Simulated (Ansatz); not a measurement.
C, diamond: how the functional moves the structure

All rows: Ansatz, plane waves with scalar-relativistic PAW, 420 eV (500 eV for the SCAN forms), relaxed under each functional, no dispersion correction, no zero-point motion. B₀ comes from uniform scaling at fixed shape; a dash is a value not given.

The measured cell (COD entry 9008564) has a = 3.567 Å, 5.67 Å³/atom.

| functional | V (Å³/atom) | cell | B₀ (GPa) | magnetic state | ΔE to graphite (meV/atom) |
| --- | --- | --- | --- | --- | --- |
| PBE | 5.70 | a = 3.572 Å | 432 | spin not included | 136 |
| r²SCAN | 5.64 | a = 3.560 Å | 450 | spin not included | 113 |
| PBEsol | 5.61 | a = 3.554 Å | 450 | spin not included | 23 |
| LDA | 5.51 | a = 3.532 Å | 467 | spin not included | -9 |
| revPBE | 5.76 | a = 3.584 Å | 421 | spin not included | 192 |
| RPBE | 5.78 | a = 3.589 Å | 418 | spin not included | 208 |
| BLYP | 5.82 | a = 3.597 Å | 406 | spin not included | 309 |

LDA gives the smallest volume and BLYP the largest.
